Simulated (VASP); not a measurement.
# H2 in VASP: relaxation of the atoms with PBE+D3(BJ)

Aim: the relaxation of the atoms of H2 with PBE+D3(BJ).

Everything below comes from runs of VASP 6.6.1. Logs are shortened: lines on timing, memory, paths and dates and some standing lists are left out, and cuts for length are marked.

### Step 1. Starting point

The cell holds a molecule_in_box, 2 atoms: a = 14.000 Å, b = 14.500 Å, c = 15.000 Å, α = 90.00°, β = 90.00°, γ = 90.00°.

### Step 2. Relaxation of the atoms, PBE+D3(BJ)

File INCAR:

```
SYSTEM = H
  PREC = Accurate
  ENCUT = 450
  EDIFF = 1E-6
  ISMEAR = 0
  SIGMA = 0.005
  LREAL = .FALSE.
  LASPH = .TRUE.
  NELM = 200
  ALGO = Normal
  ISIF = 2
  LWAVE = .FALSE.
  LCHARG = .FALSE.
  GGA = PE
  IVDW = 12
  IBRION = 2
  NSW = 80
  EDIFFG = -0.01
  ISYM = 0
```

File KPOINTS:

```
Automatic mesh
0
G
  1 1 1
  0 0 0
```

File POSCAR:

```
H
1.0
   14.0000000000      0.0000000000      0.0000000000
    0.0000000000     14.5000000000      0.0000000000
    0.0000000000      0.0000000000     15.0000000000
H
2
Direct
    0.4751409400      0.4989812700      0.5011822400
    0.5248590600      0.5010187300      0.4988177600
```

Potentials or basis: VASP PAW PBE potentials, release 64 (H).

Run with:

```sh
$ cat potpaw_PBE.64/H/POTCAR > POTCAR
$ mpirun -np 2 vasp_gam > vasp.out
```

OUTCAR:

```text
SYSTEM = H
   PREC = Accurate
   ENCUT = 450
   EDIFF = 1E-6
   ISMEAR = 0
   LREAL = .FALSE.
   LASPH = .TRUE.
   NELM = 200
   ISIF = 2
   GGA = PE
   IVDW = 12
   IBRION = 2
   NSW = 80
   EDIFFG = -0.01
   ISYM = 0
 IVDW          = 12

 ion  position               nearest neighbor table
   1  0.475  0.499  0.501-   2 0.70
   2  0.525  0.501  0.499-   1 0.70

IMPORTANT INFORMATION: All symmetrisations will be switched off!
NOSYMM: (Re-)initialisation of all symmetry stuff for point group C_1.

----------------------------------------------------------------------------------------

                                     Primitive cell

  volume of cell :    3045.0000

  direct lattice vectors                    reciprocal lattice vectors
    14.000000000  0.000000000  0.000000000     0.071428571  0.000000000  0.000000000
     0.000000000 14.500000000  0.000000000     0.000000000  0.068965517  0.000000000
     0.000000000  0.000000000 15.000000000     0.000000000  0.000000000  0.066666667

  length of vectors
    14.000000000 14.500000000 15.000000000     0.071428571  0.068965517  0.066666667

  position of ions in fractional coordinates (direct lattice)
     0.475140940  0.498981270  0.501182240
     0.524859060  0.501018730  0.498817760

  ion indices of the primitive-cell ions
   primitive index   ion index
                 1           1
                 2           2

----------------------------------------------------------------------------------------

 KPOINTS: Automatic mesh

Automatic generation of k-mesh.
 Grid dimensions read from file:
 generate k-points for:    1    1    1

 Generating k-lattice:

  Cartesian coordinates                     Fractional coordinates (reciprocal lattice)
     0.071428571  0.000000000  0.000000000     1.000000000  0.000000000  0.000000000
     0.000000000  0.068965517  0.000000000     0.000000000  1.000000000  0.000000000
     0.000000000  0.000000000  0.066666667     0.000000000  0.000000000  1.000000000

  Length of vectors
     0.071428571  0.068965517  0.066666667

  Shift w.r.t. Gamma in fractional coordinates (k-lattice)
     0.000000000  0.000000000  0.000000000

 Subroutine IBZKPT returns following result:
 ===========================================

 Found      1 irreducible k-points:

 Following reciprocal coordinates:
            Coordinates               Weight
  0.000000  0.000000  0.000000      1.000000
   k-points           NKPTS =      1   k-points in BZ     NKDIM =      1   number of bands    NBANDS=      6
   number of dos      NEDOS =    301   number of ions     NIONS =      2
   total plane-waves  NPLWV = ******
   dimension x,y,z NGX =    98 NGY =  100 NGZ =  108
   dimension x,y,z NGXF=   196 NGYF=  200 NGZF=  216
   ions per type =               2
   NGX,Y,Z   is equivalent  to a cutoff of  11.64, 11.47, 11.97 a.u.
   NGXF,Y,Z  is equivalent  to a cutoff of  23.27, 22.93, 23.94 a.u.
 SYSTEM =  H
   PREC   = accura    normal or accurate (medium, high low for compatibility)
   ISTART =      0    job   : 0-new  1-cont  2-samecut
   ICHARG =      2    charge: 1-file 2-atom 10-const
   ISPIN  =      1    spin polarized calculation?
   LNONCOLLINEAR =      F non collinear calculations
   LSORBIT =      F    spin-orbit coupling
   LASPH  =      T    aspherical Exc in radial PAW
   ENCUT  =  450.0 eV  33.07 Ry    5.75 a.u.  24.22 25.08 25.95*2*pi/ulx,y,z
   NELM   =    200;   NELMIN=  2; NELMDL= -5     # of ELM steps
   EDIFF  = 0.1E-05   stopping-criterion for ELM
   LREAL  =      F    real-space projection
   EDIFFG = -.1E-01   stopping-criterion for IOM
   NSW    =     80    number of steps for IOM
   IBRION =      2    ionic relax: 0-MD 1-quasi-New 2-CG
   NFREE  =      1    steps in history (QN), initial steepest desc. (CG)
   ISIF   =      2    stress and relaxation
   ISYM   =      0    0-nonsym 1-usesym 2-fastsym
   POTIM  = 0.5000    time-step for ionic-motion
   TEBEG  =    0.0;   TEEND  =   0.0 temperature during run
   PSTRESS=    0.0 pullay stress
   NELECT =       2.0000    total number of electrons
   NUPDOWN=      -1.0000    fix difference up-down
   EMIN   =  10.00;   EMAX   =-10.00  energy-range for DOS
   EFERMI =   0.00;   METHOD = LEGACY
   ISMEAR =     0;   SIGMA  =   0.01  broadening in eV -4-tet -1-fermi 0-gaus
   EFERMI_NEDOS =   21; number of points for ismear=-14 and -15
   IALGO  =     38    algorithm
   IMIX   =      4    mixing-type and parameters
     AMIX     =   0.40;   BMIX     =  1.00
     AMIX_MAG =   1.60;   BMIX_MAG =  1.00
  volume/ion in A,a.u.               =    1522.50     10274.34
  Fermi-wavevector in a.u.,A,eV,Ry     =   0.142306  0.268919  0.275531  0.020251
  Thomas-Fermi vector in A             =   0.804387
   LORBIT       =      0    0 simple, 1 ext, 2 COOP (PROOUT), +10 PAW based schemes
   GGA     = PE    functional components
   LHFCALC =     F    Hartree Fock is set to
   AEXX    =    0.0000 exact exchange contribution
   IVDW    =    12    specifies the selected vdW correction
   LEPSILON=     F    determine dielectric tensor
   LRPA    =     F    only Hartree local field effects (RPA)
 conjugate gradient relaxation of ions
 non-spin polarized calculation
 Gauss-broadening in eV      SIGMA  =   0.01
  energy-cutoff  :      450.00
  volume of cell :     3045.00
 maximum number of plane-waves:     33027
 NGX is ok and might be reduce to    98
   NGX = 49   NGY = 51   NGZ = 51

--------------------------------------- Ionic step        1  -------------------------------------------

 number of electron       2.0000002 magnetization

 Free energy of the ion-electron system (eV)
  ---------------------------------------------------
  ext. energy  EPLUGINS =         0.00000000
  ---------------------------------------------------
  free energy    TOTEN  =        -6.71416942 eV

  energy without entropy =       -6.71416942  energy(sigma->0) =       -6.71416942

------------------------ aborting loop because EDIFF is reached ----------------------------------------

 Edisp (eV)   -0.00247

 E8    (eV) :    -0.0005

  FORCE on cell =-STRESS in cart. coord.  units (eV):
  Direction    XX          YY          ZZ          XY          YZ          ZX
  --------------------------------------------------------------------------------------
  -------------------------------------------------------------------------------------
  Total       1.40913    -0.06819    -0.06705     0.06279    -0.00318    -0.07545
  in kB       0.74144    -0.03588    -0.03528     0.03304    -0.00167    -0.03970
  external pressure =        0.22 kB  Pullay stress =        0.00 kB
[... 21 lines left out ...]
  energy  without entropy=       -6.7166361111  energy(sigma->0) =       -6.71663611

--------------------------------------- Ionic step        2  -------------------------------------------

 number of electron       1.9999999 magnetization

 E-fermi :  -9.6359     XC(G=0):  -0.1594

 val. band max:       -9.6588794877   @ k =   0.0000   0.0000   0.0000
 cond. band min:      -0.3034116257   @ k =   0.0000   0.0000   0.0000
 fundamental gap:      9.3554678620
 Fermi energy:        -9.6359220690

 k-point     1 :       0.0000    0.0000    0.0000
  band No.  band energies     occupation
      1      -9.6589      2.00000
      2      -0.3034      0.00000
      3      -0.0973      0.00000
      4       0.4664      0.00000
      5       0.5002      0.00000
      6       0.5444      0.00000

------------------------ aborting loop because EDIFF is reached ----------------------------------------

 Edisp (eV)   -0.00507
[... 67 lines left out ...]
  FREE ENERGIE OF THE ION-ELECTRON SYSTEM (eV)
  ---------------------------------------------------
  free  energy   TOTEN  =        -6.7701169863 eV

  energy  without entropy=       -6.7701169863  energy(sigma->0) =       -6.77011699

[... ionic steps 4 to 13 ...]

--------------------------------------- Ionic step       14  -------------------------------------------

 number of electron       2.0000000 magnetization

------------------------ aborting loop because EDIFF is reached ----------------------------------------

 Edisp (eV)   -0.00251

 E8    (eV) :    -0.0005
[... 69 lines left out ...]
  energy  without entropy=       -6.7702114240  energy(sigma->0) =       -6.77021142

--------------------------------------- Ionic step       16  -------------------------------------------

 number of electron       2.0000000 magnetization

 Free energy of the ion-electron system (eV)
  ---------------------------------------------------
  ext. energy  EPLUGINS =         0.00000000
  ---------------------------------------------------
  free energy    TOTEN  =        -6.76770505 eV

  energy without entropy =       -6.76770505  energy(sigma->0) =       -6.76770505

 E-fermi : -10.3001     XC(G=0):  -0.1322

 val. band max:      -10.3245440609   @ k =   0.0000   0.0000   0.0000
 cond. band min:      -0.0757330828   @ k =   0.0000   0.0000   0.0000
 fundamental gap:     10.2488109782
 Fermi energy:       -10.3000843365

 k-point     1 :       0.0000    0.0000    0.0000
  band No.  band energies     occupation
      1     -10.3245      2.00000
      2      -0.0757      0.00000
      3       0.2323      0.00000
      4       0.5128      0.00000
      5       0.5450      0.00000
      6       0.5464      0.00000

------------------------ aborting loop because EDIFF is reached ----------------------------------------

 Edisp (eV)   -0.00251
[... 27 lines left out ...]
  FREE ENERGIE OF THE ION-ELECTRON SYSTEM (eV)
  ---------------------------------------------------
  free  energy   TOTEN  =        -6.7702133783 eV

  energy  without entropy=       -6.7702133783  energy(sigma->0) =       -6.77021338

 reached required accuracy - stopping structural energy minimisation
```

Wall time 2.4 min (2 MPI ranks of AMD EPYC 9R45 (Zen 5), shared host); peak memory 1 GiB.

What came out:

```
Free energy                     : -6.7702 eV
Energy gained by relaxing       : 26.8 meV/atom
Ionic steps                     : 16
Largest force after relaxing    : 0.008 eV/Å
Gap between the frontier levels : 10.25 eV
Dispersion energy per atom      : -0.001 eV
```

Forces on the atoms (eV/Å):
```
H   -0.008  0.000  0.001
H    0.008  0.000 -0.001
```

The path:
| step | energy change (eV) | largest force (eV/Å) | pressure (GPa) |
| --- | --- | --- | --- |
| 1 | 0.0000 | 2.1562 | 0.02 |
| 2 | 0.2479 | 3.3451 | -0.06 |
| 3 | -0.0535 | 0.0809 | 0.00 |
| 4 | -0.0536 | 0.0133 | 0.00 |
| 5 | -0.0536 | 0.0231 | 0.00 |
| 6 | -0.0536 | 0.0223 | 0.00 |
| 7 | -0.0536 | 0.0203 | 0.00 |
| 8 | -0.0536 | 0.0202 | 0.00 |
| 9 | -0.0536 | 0.0202 | 0.00 |
| 10 | -0.0536 | 0.0201 | 0.00 |
| 11 | -0.0536 | 0.0199 | 0.00 |
| 12 | -0.0536 | 0.0195 | 0.00 |
| 13 | -0.0536 | 0.0188 | 0.00 |
| 14 | -0.0536 | 0.0172 | 0.00 |
| 15 | -0.0536 | 0.0142 | 0.00 |
| 16 | -0.0536 | 0.0081 | 0.00 |

Final structure:
```xyz
2
Lattice="14.0000 0.0000 0.0000 0.0000 14.5000 0.0000 0.0000 0.0000 15.0000" Properties=species:S:1:pos:R:3 pbc="T T T"
H     6.6258    7.2341    7.5191
H     7.3742    7.2659    7.4809
```
